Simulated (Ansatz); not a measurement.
Computed with DFT PBE, scalar-relativistic, plane waves, PAW (Ansatz). Settings: cutoff 420 eV, Γ-centred meshes spaced at most about 0.3 Å⁻¹, and about 0.25 Å⁻¹ or finer for metals (2π included), Gaussian smearing. No spin polarisation in the final relaxations.

All energies are static (0 K, no zero-point motion). Lower structures may exist.

Task: Order these relaxed structures of Bi2Se3 by energy, lowest first, with the energy over the lowest of them.
A.

```cif
data_structure
_symmetry_space_group_name_H-M 'P4mm'
_symmetry_Int_Tables_number 99
_cell_length_a 4.0024
_cell_length_b 4.0024
_cell_length_c 9.1863
_cell_angle_alpha 90.000
_cell_angle_beta 90.000
_cell_angle_gamma 90.000
_cell_volume 147.16
loop_
_atom_site_label
_atom_site_type_symbol
_atom_site_symmetry_multiplicity
_atom_site_Wyckoff_symbol
_atom_site_fract_x
_atom_site_fract_y
_atom_site_fract_z
_atom_site_occupancy
Bi1 Bi 1 b 0.50000 0.50000 0.53714 1
Bi2 Bi 1 a 0.00000 0.00000 0.77263 1
Se1 Se 1 a 0.00000 0.00000 0.42896 1
Se2 Se 2 c 0.50000 0.00000 0.03514 1
```

B.

```cif
data_structure
_symmetry_space_group_name_H-M 'I4mm'
_symmetry_Int_Tables_number 107
_cell_length_a 5.0791
_cell_length_b 5.0791
_cell_length_c 12.5420
_cell_angle_alpha 90.000
_cell_angle_beta 90.000
_cell_angle_gamma 90.000
_cell_volume 323.55
loop_
_atom_site_label
_atom_site_type_symbol
_atom_site_symmetry_multiplicity
_atom_site_Wyckoff_symbol
_atom_site_fract_x
_atom_site_fract_y
_atom_site_fract_z
_atom_site_occupancy
Bi1 Bi 4 b 0.50000 0.00000 0.41218 1
Se1 Se 4 b 0.00000 0.50000 0.12654 1
Se2 Se 2 a 0.00000 0.00000 0.16366 1
```

C.

```cif
data_structure
_symmetry_space_group_name_H-M 'P-6m2'
_symmetry_Int_Tables_number 187
_cell_length_a 4.1736
_cell_length_b 4.1736
_cell_length_c 11.3788
_cell_angle_alpha 90.000
_cell_angle_beta 90.000
_cell_angle_gamma 120.000
_cell_volume 171.65
loop_
_atom_site_label
_atom_site_type_symbol
_atom_site_symmetry_multiplicity
_atom_site_Wyckoff_symbol
_atom_site_fract_x
_atom_site_fract_y
_atom_site_fract_z
_atom_site_occupancy
Bi1 Bi 2 g 0.00000 0.00000 0.17536 1
Se1 Se 1 c 0.33333 0.66667 0.00000 1
Se2 Se 2 i 0.66667 0.33333 0.31309 1
```

D.

```cif
data_structure
_symmetry_space_group_name_H-M 'R-3m:H'
_symmetry_Int_Tables_number 166
_cell_length_a 4.1873
_cell_length_b 4.1873
_cell_length_c 31.3014
_cell_angle_alpha 90.000
_cell_angle_beta 90.000
_cell_angle_gamma 120.000
_cell_volume 475.30
loop_
_atom_site_label
_atom_site_type_symbol
_atom_site_symmetry_multiplicity
_atom_site_Wyckoff_symbol
_atom_site_fract_x
_atom_site_fract_y
_atom_site_fract_z
_atom_site_occupancy
Bi1 Bi 6 c 0.66667 0.33333 0.72893 1
Se1 Se 3 a 0.00000 0.00000 0.00000 1
Se2 Se 6 c 0.33333 0.66667 0.88769 1
```

Result: D (0 meV/atom), C (15 meV/atom), A (447 meV/atom), B (530 meV/atom). Forms: D tetradymite type, R-3m; C P-6m2; A P4mm; B I4mm. Counting Se atoms around Bi (those within 1.25 times the shortest such distance or 1.15 times the sum of covalent radii, 1.27 where that leaves under three; a slash parts the counts of unlike sites): D has Bi 6; C has Bi 6; A has Bi 4/5; B has Bi 1. B holds Se–Se nets (shortest 2.58 Å) (bonds between like non-metal atoms; other contacts aren't counted).

Weakly bound directions are ill-defined at this level, which has no dispersion term (R-3m, P-6m2, P4mm, I4mm), and this can change margins and order among such cells. These runs have no spin–orbit coupling, which can matter for Bi. The R-3m cell at 31.7 Å³/atom was relaxed from a cell as deposited in COD. Cells relaxed within their symmetry can be saddle points. Some candidate types were left out of the draw beforehand, so a known form may be missing.
